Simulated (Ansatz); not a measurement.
# ZrSe2 (P-3m1) in Ansatz: settings compared

One crystal, ZrSe2, is run at these levels: HSE06, HF; tasks: band structure.

Everything below comes from runs of Ansatz 0.2.0. Logs are shortened: lines on timing, memory, paths and dates and some standing lists are left out, and cuts for length are marked.

## Step 1: The crystal as given

It takes space group P-3m1 (No. 164, trigonal). Conventional cell: a = 3.798 Å, b = 3.798 Å, c = 6.192 Å, α = 90.00°, β = 90.00°, γ = 120.00°. Zr (site symmetry -3m) is surrounded by 6 Se at 2.68 Å. Around Se (site symmetry 3m) lie 3 Zr at 2.68 Å.

## Step 2: Band structure, HSE06

Contents of input.yaml:

```yaml
crystal:
  lattice:
    - [3.798, 0.0, 0.0]
    - [-1.899, 3.2891644836, 0.0]
    - [0.0, 0.0, 6.192]
  atoms:
    - { symbol: Zr, position: [0.0, 0.0, 0.0] }
    - { symbol: Se, position: [0.6666666667, 0.3333333333, 0.75] }
    - { symbol: Se, position: [0.3333333333, 0.6666666667, 0.25] }
hamiltonian:
  xc: hse06
  pseudopotentials: { kind: paw }
kpoints:
  mp_grid: { grid: [4, 4, 3] }
  band_path:
    path:
      - [[0.0, 0.0, 0.0], [0.5, 0.0, 0.0], [0.3333333333, 0.3333333333, 0.0], [0.0, 0.0, 0.0], [0.0, 0.0, 0.5], [0.5, 0.0, 0.5], [0.3333333333, 0.3333333333, 0.5], [0.0, 0.0, 0.5]]
      - [[0.5, 0.0, 0.5], [0.5, 0.0, 0.0]]
      - [[0.3333333333, 0.3333333333, 0.0], [0.3333333333, 0.3333333333, 0.5]]
    npoints: 4
scf:
  occupations: { method: fermi_dirac, width: 0.05 }
  n_extra_bands: 7
output:
  forces: true
  stress: true
  eigenvalues: true
  fatbands: false
  write_density: true
  write_potential: true
  elf: true
  volumetric_format: npy
```

Potentials or basis: Ansatz PAW.

On the command line:

```
$ ansatz run input.yaml --threads 2 --pin off --max-ram 5632MiB --backend cpu --events-out ev --progress --plain --runs-dir out
```

What it wrote:

```text
Warning: output.stress: scf.convergence.dr2_threshold = 1e-7 eV (the SCF's general default) is looser than the 3e-10 eV advised for a printed stress (1e-10 eV for each atom of the cell: 3). What an SCF threshold leaves in a stress goes as its square root, and in the free energy as the threshold itself, and one threshold admits the most on a small cell: of the crystals measured, under no hybrid functional and no lock of the moments, on runs that ended without the residual-converged pass, on stresses that held no estimate of that error, the worst erred by over 100 MPa in a component at 1e-7 eV an atom and by under 5 at 1e-10. Set scf.convergence.dr2_threshold to 3e-10 eV or tighter. The threshold is an SCF's pass mark: one that does not reach it within its budget of iterations ends unconverged, or closes short of it on a stop that the run arms, and scf.convergence.dr2_threshold's page says what that costs each kind of run
Warning: output.stress: scf.exx.energy_threshold = 1e-6 eV is looser than the 3e-8 eV advised for a stress under a hybrid functional (1e-8 eV for each atom of the cell: 3). Every SCF of the exchange loop can meet its threshold on dr2 while the loop round them stops early: no threshold on dr2 bounds what that leaves in the stress. Set scf.exx.energy_threshold to 3e-8 eV or tighter. The threshold is the loop's pass mark: a loop that does not reach it within its budget of cycles ends unconverged, and scf.exx.energy_threshold's page has the law
Warning: RAYON_NUM_THREADS=2 ignored (pool sized by the plan → 2); use --threads N
scf.n_extra_bands = 7 over 22 filled bands (N_el = 44.0): the run solves 29 bands
Engine: ansatz 0.2.0, x86_64-unknown-linux-gnu
Pseudopotentials: kind: paw
Pseudopotential: Zr, paw, valence charge 12, recommended cutoff 420 eV (normal), Zr.paw.azcp
Pseudopotential: Se, paw, valence charge 16, recommended cutoff 420 eV (normal), Se.paw.azcp
Functional definition: HSE06
  parameter a = 0.25
  parameter omega = 0.11/bohr
  exchange = pbe_x - a*pbe_x_sr(omega) + a*exact_x_sr(omega)
  correlation = pbe_c
Crystal: 3 atoms, lattice volume = 77.352 Å³
Basis set: ecut = 420 eV, 1521 PW (Γ), exchange–correlation on 54×54×90 points (8 copies of the dense FFT grid, shifted against one another)
Bands: 29, of which v1, the nominal top of the filled ones, is band 22 counted from 1 (21 counted from 0)
Symmetry: 12 space group operations
Space group: P-3m1 (ITA 164), of the structure as read, at distance tolerance 4.3e-5 Å
k-points: 9 of 48
Non-local potential: Zr, projectors of the file, l = 0: 3, l = 1: 2, l = 2: 2, l = 3: 2
Non-local potential: Se, projectors of the file, l = 0: 2, l = 1: 2, l = 2: 3, l = 3: 1
PAW form: soft (Blöchl's): semilocal exchange-correlation on the pseudo side does not see the compensation charge
PAW frozen core: Zr, regenerated for the run's functional, and the local potential with it (the file was generated under x = pbe(κ = 0.804, μ = 0.2195149727645171), c = pbe(β = 0.06672455060314922))
PAW frozen core: Se, regenerated for the run's functional, and the local potential with it (the file was generated under x = pbe(κ = 0.804, μ = 0.2195149727645171), c = pbe(β = 0.06672455060314922))
PAW one-centre angular grid: Zr, 590 points (default); XC on 64 Gauss nodes
PAW one-centre angular grid: Se, 590 points (default); XC on 64 Gauss nodes
Initial density: superposition of atomic densities (neutral atoms: chi_scale 0, normalization atom), corrected by the library's trained network
Initial wavefunctions: pseudopotential atomic-orbital guess
Functional: x = pbe(κ = 0.804, μ = 0.2195149727645171), c = pbe(β = 0.06672455060314922), warm-up for x = pbe(κ = 0.804, μ = 0.2195149727645171) + 0.25 (exact − pbe) at short range (hse, ω = 0.20786987370883472 Å⁻¹), c = pbe(β = 0.06672455060314922); HSE06 as pw.x's `hse` composes it (authors' and Libxc's form: `xc: wpbeh`)
SCF iter   1: F=—  HF=-15125.940142 eV  |F-HF|=—  |Δ(HF+E_count)|=         —  Δρ=2.56e-3  dr2=9.68e-3  ethr=1.77e-3  ⟨swp⟩=7.1  Hψ=1011  notcnv=0
preconditioner: auto → none  [insulator: Δε(μ)=0.467 eV  Ē_g=9.022 eV  σ=0.050 eV  W_gap=0.98  n_scr=22 (ndim 8)  ℏωp=16.9 eV  f_vac=0.068  D(μ)=0.05/eV (n_scr^D=0)]
SCF iter   2: F=—  HF=-15125.940648 eV  |F-HF|=—  |Δ(HF+E_count)|=   5.06e-4  Δρ=2.07e-3  dr2=1.08e-2  ethr=2.20e-5  ⟨swp⟩=3.3  Hψ=677  notcnv=0
SCF iter   3: F=—  HF=-15125.938952 eV  |F-HF|=—  |Δ(HF+E_count)|=   1.70e-3  Δρ=6.76e-4  dr2=1.23e-3  ethr=2.20e-5  ⟨swp⟩=3.0  Hψ=596  notcnv=0
iter 4 solved again at ethr=1.54e-7 eV; its pass at ethr=2.80e-6 eV (dr2=6.76e-5 eV) is discarded
SCF iter   4: F=—  HF=-15125.938823 eV  |F-HF|=—  |Δ(HF+E_count)|=   1.28e-4  Δρ=2.61e-4  dr2=6.56e-5  ethr=1.54e-7  ⟨swp⟩=2.9  Hψ=968  notcnv=0
SCF iter   5: F=-15125.938858 eV  HF=-15125.938856 eV  |F-HF|=2.21e-6  |Δ(HF+E_count)|=   3.29e-5  Δρ=5.35e-5  dr2=1.05e-6  ethr=1.49e-7  ⟨swp⟩=3.0  Hψ=508  notcnv=0
SCF 1 stopped early in 5 iterations: F = -15125.938858 eV  dr2 = 1.05e-6
Initial density: handed on by an earlier stage of this run
Initial wavefunctions: those handed on with the density
Functional: x = pbe(κ = 0.804, μ = 0.2195149727645171) + 0.25 (exact − pbe) at short range (hse, ω = 0.20786987370883472 Å⁻¹), c = pbe(β = 0.06672455060314922); HSE06 as pw.x's `hse` composes it (authors' and Libxc's form: `xc: wpbeh`)
Exchange kernel: α = 0.2500, screened, ω = 0.2079 Å⁻¹, Wigner–Seitz truncation, v(0) = 1030.0020 eV·Å³, q-mesh 4×4×3, nearest image of the exchange supercell L = 15.19 Å, pair-density grid 18×18×27, without the augmentation charges, whose exchange is taken in its separable form by FFT convolution over the k-point mesh (sized by the pseudopotential files, 24×24×45 at the most), smooth part of the exact exchange by density-matrix convolution
Frozen-core exchange: fock
SCF iter   1: F=—  HF=-15131.623039 eV  |F-HF|=—  |Δ(HF+E_count)|=         —  Δρ=9.30e-3  dr2=2.29e-1  ethr=2.38e-8  ⟨swp⟩=11.1  Hψ=1532  notcnv=0
preconditioner: auto → none  [insulator: Δε(μ)=1.296 eV  Ē_g=10.539 eV  σ=0.050 eV  W_gap=1.00  n_scr=22 (ndim 8)  ℏωp=16.9 eV  f_vac=0.070  D(μ)=0.00/eV (n_scr^D=0)]
SCF iter   2: F=—  HF=-15131.613521 eV  |F-HF|=—  |Δ(HF+E_count)|=   9.52e-3  Δρ=9.50e-3  dr2=2.62e-1  ethr=2.38e-8  ⟨swp⟩=6.1  Hψ=1295  notcnv=0
SCF iter   3: F=—  HF=-15131.562133 eV  |F-HF|=—  |Δ(HF+E_count)|=   5.14e-2  Δρ=2.04e-3  dr2=4.28e-3  ethr=2.38e-8  ⟨swp⟩=6.0  Hψ=1259  notcnv=0
SCF iter   4: F=—  HF=-15131.574818 eV  |F-HF|=—  |Δ(HF+E_count)|=   1.27e-2  Δρ=1.35e-3  dr2=1.39e-3  ethr=2.38e-8  ⟨swp⟩=5.0  Hψ=1031  notcnv=0
SCF iter   5: F=—  HF=-15131.574472 eV  |F-HF|=—  |Δ(HF+E_count)|=   3.46e-4  Δρ=5.24e-4  dr2=1.20e-4  ethr=2.38e-8  ⟨swp⟩=4.0  Hψ=817  notcnv=0
SCF iter   6: F=—  HF=-15131.574685 eV  |F-HF|=—  |Δ(HF+E_count)|=   2.14e-4  Δρ=1.42e-4  dr2=1.60e-5  ethr=2.38e-8  ⟨swp⟩=5.0  Hψ=667  notcnv=0
SCF iter   7: F=-15131.574682 eV  HF=-15131.574682 eV  |F-HF|=1.08e-7  |Δ(HF+E_count)|=   2.84e-6  Δρ=1.85e-5  dr2=2.84e-6  ethr=2.38e-8  ⟨swp⟩=3.0  Hψ=500  notcnv=0
SCF 2 stopped early in 7 iterations: F = -15131.574682 eV  dr2 = 2.84e-6
  Residual-converged pass: ⟨swp⟩=3.8  Hψ=732  notcnv=0  max |occ|·‖R‖ = 6.6e-6 eV (tolerance 6.7e-6 eV)  dr2=2.85e-6  dr2_onsite=2.15e-8  max |Δocc| = 5.5e-11
hybrid outer 1: dexx = +1.554e-2 eV, tail = 1.16e-4 eV
Exchange kernel: α = 0.2500, screened, ω = 0.2079 Å⁻¹, Wigner–Seitz truncation, v(0) = 1030.0020 eV·Å³, q-mesh 4×4×3, nearest image of the exchange supercell L = 15.19 Å, pair-density grid 18×18×27, without the augmentation charges, whose exchange is taken in its separable form by FFT convolution over the k-point mesh (sized by the pseudopotential files, 24×24×45 at the most), smooth part of the exact exchange by density-matrix convolution
Frozen-core exchange: fock
SCF iter   1: F=—  HF=-15131.575003 eV  |F-HF|=—  |Δ(HF+E_count)|=         —  Δρ=5.09e-5  dr2=1.04e-6  ethr=1.31e-6  ⟨swp⟩=4.0  Hψ=543  notcnv=0
preconditioner: auto → none  [insulator: Δε(μ)=1.083 eV  Ē_g=10.369 eV  σ=0.050 eV  W_gap=1.00  n_scr=22 (ndim 8)  ℏωp=16.9 eV  f_vac=0.072  D(μ)=0.00/eV (n_scr^D=0)]
SCF iter   2: F=—  HF=-15131.575004 eV  |F-HF|=—  |Δ(HF+E_count)|=   1.32e-6  Δρ=2.61e-5  dr2=4.47e-7  ethr=2.09e-9  ⟨swp⟩=4.0  Hψ=777  notcnv=0
SCF iter   3: F=—  HF=-15131.575004 eV  |F-HF|=—  |Δ(HF+E_count)|=   8.12e-8  Δρ=1.09e-5  dr2=1.56e-7  ethr=7.35e-10  ⟨swp⟩=3.0  Hψ=472  notcnv=0
SCF iter   4: F=—  HF=-15131.575005 eV  |F-HF|=—  |Δ(HF+E_count)|=   6.98e-7  Δρ=6.45e-6  dr2=3.54e-8  ethr=7.88e-11  ⟨swp⟩=4.2  Hψ=874  notcnv=0
SCF iter   5: F=—  HF=-15131.575005 eV  |F-HF|=—  |Δ(HF+E_count)|=   9.01e-9  Δρ=1.04e-6  dr2=2.10e-9  ethr=6.54e-11  ⟨swp⟩=3.0  Hψ=493  notcnv=0
SCF iter   6: F=-15131.575005 eV  HF=-15131.575005 eV  |F-HF|=2.35e-10  |Δ(HF+E_count)|=   1.07e-8  Δρ=8.30e-7  dr2=4.42e-10  ethr=1.11e-12  ⟨swp⟩=4.2  Hψ=751  notcnv=0
SCF 3 converged in 6 iterations: F = -15131.575005 eV  dr2 = 4.42e-10
  Residual-converged pass: ⟨swp⟩=2.2  Hψ=453  notcnv=0  max |occ|·‖R‖ = 5.1e-7 eV (tolerance 5.4e-7 eV)  dr2=4.42e-10  dr2_onsite=1.26e-10  max |Δocc| = 3.2e-13
hybrid outer 2: dexx = +9.620e-7 eV, tail = 2.87e-8 eV, Δε = 1.16e-3 eV (about 3.66e-5 eV left of the loop's levels), ΔF = 1.47e-2 eV/Å (tail 2.14e-3)
Exchange kernel: α = 0.2500, screened, ω = 0.2079 Å⁻¹, Wigner–Seitz truncation, v(0) = 1030.0020 eV·Å³, q-mesh 4×4×3, nearest image of the exchange supercell L = 15.19 Å, pair-density grid 18×18×27, without the augmentation charges, whose exchange is taken in its separable form by FFT convolution over the k-point mesh (sized by the pseudopotential files, 24×24×45 at the most), smooth part of the exact exchange by density-matrix convolution
Frozen-core exchange: fock
SCF iter   1: F=—  HF=-15131.575005 eV  |F-HF|=—  |Δ(HF+E_count)|=         —  Δρ=1.90e-6  dr2=1.78e-9  ethr=3.26e-10  ⟨swp⟩=6.3  Hψ=639  notcnv=0
SCF iter   2: F=-15131.575005 eV  HF=-15131.575005 eV  |F-HF|=6.55e-11  |Δ(HF+E_count)|=  1.49e-10  Δρ=4.50e-7  dr2=1.57e-10  ethr=2.89e-12  ⟨swp⟩=4.0  Hψ=717  notcnv=0
SCF 4 converged in 2 iterations: F = -15131.575005 eV  dr2 = 1.57e-10
  Residual-converged pass: ⟨swp⟩=2.9  Hψ=466  notcnv=0  max |occ|·‖R‖ = 6.5e-7 eV (tolerance 6.7e-7 eV)  dr2=1.58e-10  dr2_onsite=6.09e-11  max |Δocc| = 4.0e-15
hybrid outer 3: dexx = +4.561e-10 eV, tail = 4.45e-10 eV, Δε = 3.66e-5 eV (about 7.58e-6 eV left of the loop's levels), ΔF = 6.27e-5 eV/Å (tail 2.17e-4)
NSCF: frozen V_eff on 39 k-points
hybrid SCF converged: 3 outer / 15 inner (+5 warm-up), last move |dexx| = 4.56e-10 eV, tail = 4.45e-10 eV
Stability not checked: this state was not tested for a lower state beside it, because the functional holds exact exchange (a hybrid, or Hartree-Fock), whose exchange loop this test does not read (fock_operator; see scf.lower_state_search)
Free energy (F): -15131.575005 eV
Frozen-core exchange: fock
Harris-Foulkes:  -15131.575005 eV  (|F-HF|=6.55e-11)
Internal energy: -15131.575002 eV  (E = F + TS)
E sigma→0 (E₀):  -15131.575003 eV
Entropy (-TS):   -0.000003 eV (-0.001 meV/atom)
Fermi energy:    8.795043 eV
--- Per-component energies (eV) ---
  E_band       = -1018.201007
  E_kinetic    = 568.562503
  E_local      = -5895.151528  (includes V_loc(G=0)·N_el)
  E_nonlocal   = -1117.118293
  E_hartree    = 2785.656045
  E_xc         = -298.237989
  E_vxc        = -310.648247  (∫ρ·V_xc dr)
  E_exx        = -168.103706  (= α·E_x^exact, valence–valence)
  E_paw        = -6681.343377  (= ΣΔE_a)
  E_vpaw       = 501.050830  (= ΣTr[D̂ρ^β])
  E_aug_tail   = -0.001171  (compensation charges beyond the density's cutoff)
  E_ewald      = -4323.301427
  E_core_change = -2.536059  (= ΣΔE_core)
  E_smearing   = -0.000003  (= −TS)
  E_closure    = 0.000000  (closes the sum)
  Σ components = -15131.575005   (vs F -15131.575005, Δ=1.82e-12)
--- Forces (eV/Å), atoms counted from 1 ---
  atom   1  Zr    -0.00000000    -0.00000000     0.00000000
  atom   2  Se     0.00000000    -0.00000000    -0.03272179
  atom   3  Se    -0.00000000     0.00000000     0.03272179
  max |Σ_I F_I| component: 6.94e-18 eV/Å
--- Stress (GPa, compression-positive) ---
        0.923959       0.000000       0.000000
        0.000000       0.923959      -0.000000
        0.000000      -0.000000       1.517960
  P = ⅓ Tr σ = 1.1220 GPa (11.220 kbar)
--- Band table (eV; the first three rows and the last of 9) ---
  k-point 0: bands = ["-44.7756", "-42.2866", "-42.2866", "-42.2862", "-42.2862", "-42.2835", "-42.2833", "-42.2742", "-42.2742", "-42.2741", "-42.2741", "-21.4382", "-21.2928", "-21.2928", "-6.2159", "-4.7738", "3.0952", "5.2143", "5.2143", "8.2095", "8.2095", "8.2903", "10.0666", "10.0666", "10.6766", "13.4467", "13.4467", "13.9718", "14.1059"]
  k-point 1: bands = ["-44.7756", "-42.2865", "-42.2865", "-42.2863", "-42.2863", "-42.2835", "-42.2833", "-42.2743", "-42.2743", "-42.2741", "-42.2741", "-21.4383", "-21.2928", "-21.2928", "-6.0215", "-5.0678", "3.8969", "5.2525", "5.2525", "6.7034", "8.0775", "8.0775", "10.0447", "10.0447", "11.0366", "13.7640", "13.7640", "14.4238", "15.4042"]
  k-point 2: bands = ["-44.7698", "-42.2867", "-42.2866", "-42.2861", "-42.2849", "-42.2833", "-42.2831", "-42.2742", "-42.2740", "-42.2739", "-42.2738", "-21.4154", "-21.4035", "-21.3174", "-5.6486", "-4.8334", "3.9349", "4.6909", "5.2997", "5.4578", "7.0741", "7.6071", "9.8498", "11.2363", "11.4545", "13.3265", "13.5724", "15.9225", "16.7319"]
  k-point 8: bands = ["-44.7640", "-42.2866", "-42.2864", "-42.2863", "-42.2836", "-42.2830", "-42.2830", "-42.2740", "-42.2737", "-42.2736", "-42.2734", "-21.4727", "-21.3919", "-21.3822", "-4.9994", "-4.8670", "3.8455", "4.1353", "5.2370", "5.5962", "5.9004", "6.5922", "10.6299", "11.0768", "11.8724", "13.1384", "14.1878", "16.1999", "16.8747"]
```

Run time: 7.3 min. Hardware: 2 threads of Intel Xeon at 2.50GHz (Skylake/Cascade Lake), shared host; peak memory 1.1 GiB.

What came out:

```
Free energy             : -15131.5750 eV
Pressure                : 1.1 GPa
Largest force           : 0.033 eV/Å
Band gap on the k mesh  : 1.08 eV, indirect (least direct gap 1.78 eV)
Band gap along the path : 1.01 eV, indirect (least direct gap 1.78 eV)
```

Forces in eV/Å, atoms in the order of the input:
```
Zr   0.000  0.000  0.000
Se   0.000  0.000 -0.033
Se   0.000  0.000  0.033
```

Stress tensor (GPa, compression positive):
```
0.92 0.00 0.00
0.00 0.92 0.00
0.00 0.00 1.52
```

Levels at the corners of the path, in eV from the valence-band top:
```csv
point,band 19,band 20,band 21,band 22,band 23,band 24,band 25,band 26
Γ,-3.08,-0.08,-0.08,0.00,1.78,1.78,2.39,5.16
M,-2.93,-2.83,-2.38,-1.56,1.21,3.42,3.79,5.74
K,-3.95,-2.58,-2.58,-2.02,2.49,3.48,3.48,4.90
Γ,-3.08,-0.08,-0.08,0.00,1.78,1.78,2.39,5.16
A,-3.02,-2.22,-0.26,-0.26,1.75,1.75,2.80,5.59
L,-3.01,-2.80,-1.23,-1.12,1.01,3.41,3.78,5.36
H,-3.76,-2.66,-2.24,-2.24,2.57,3.07,3.07,5.71
A,-3.02,-2.22,-0.26,-0.26,1.75,1.75,2.80,5.59
L,-3.01,-2.80,-1.23,-1.12,1.01,3.41,3.78,5.36
M,-2.93,-2.83,-2.38,-1.56,1.21,3.42,3.79,5.74
K,-3.95,-2.58,-2.58,-2.02,2.49,3.48,3.48,4.90
H,-3.76,-2.66,-2.24,-2.24,2.57,3.07,3.07,5.71
```

Caveat: the k mesh is coarse (spacing up to 0.48 Å⁻¹), so the values aren't converged, least of all with exact exchange; the k mesh misses the band edges, so the gap on the mesh is wider than the one along the path; this functional lacks dispersion, which binds the layers, so the pressure and a relaxed spacing across them are unreliable; the PAW data sets come from PBE, with cores solved anew for the run's functional, which leaves a small shift of forces and pressure; the thresholds are loose for stress.

## Step 3: Band structure, HF

Edit input.yaml of step 2 so:

```diff
@@ -10,3 +10,3 @@
 hamiltonian:
-  xc: hse06
+  xc: hf
   pseudopotentials: { kind: paw }
```

Potentials or basis: Ansatz PAW.

On the command line:

```
$ ansatz run input.yaml --threads 2 --pin off --max-ram 5632MiB --backend cpu --events-out ev --progress --plain --runs-dir out
```

Run time: 7.5 min. Hardware: 2 threads of Intel Xeon at 2.50GHz (Skylake/Cascade Lake), shared host; peak memory 1.1 GiB.

It converged, with:

| Quantity | Value |
| --- | --- |
| Free energy | -15001.7108 eV |
| Pressure | 8.2 GPa |
| Largest force | 0.243 eV/Å |
| Band gap on the k mesh | 6.69 eV, indirect (least direct gap 7.76 eV) |
| Band gap along the path | 6.63 eV, indirect (least direct gap 7.76 eV) |

Forces on the atoms (eV/Å):
```
Zr   0.000  0.000  0.000
Se   0.000  0.000 -0.243
Se   0.000  0.000  0.243
```

Stress tensor (GPa, compression positive):
```
9.08 0.00 0.00
0.00 9.08 0.00
0.00 0.00 6.55
```

Levels at the corners of the path, in eV from the valence-band top:
| point | band 20 | band 21 | band 22 | band 23 | band 24 | band 25 |
| --- | --- | --- | --- | --- | --- | --- |
| Γ | -0.17 | -0.17 | 0.00 | 7.76 | 7.76 | 8.50 |
| M | -3.57 | -3.14 | -2.17 | 6.80 | 9.96 | 10.35 |
| K | -3.31 | -3.31 | -2.84 | 8.58 | 9.75 | 9.75 |
| Γ | -0.17 | -0.17 | 0.00 | 7.76 | 7.76 | 8.50 |
| A | -2.80 | -0.38 | -0.38 | 7.72 | 7.72 | 8.99 |
| L | -3.53 | -1.78 | -1.51 | 6.63 | 9.86 | 10.41 |
| H | -3.59 | -2.84 | -2.84 | 8.84 | 9.34 | 9.34 |
| A | -2.80 | -0.38 | -0.38 | 7.72 | 7.72 | 8.99 |
| L | -3.53 | -1.78 | -1.51 | 6.63 | 9.86 | 10.41 |
| M | -3.57 | -3.14 | -2.17 | 6.80 | 9.96 | 10.35 |
| K | -3.31 | -3.31 | -2.84 | 8.58 | 9.75 | 9.75 |
| H | -3.59 | -2.84 | -2.84 | 8.84 | 9.34 | 9.34 |

Caveat: the k mesh is coarse (spacing up to 0.48 Å⁻¹), so the values aren't converged, least of all with exact exchange; the k mesh misses the band edges, so the gap on the mesh is wider than the one along the path; the PAW data sets come from PBE, with cores solved anew for the run's functional, which leaves a small shift of forces and pressure; the thresholds are loose for stress.
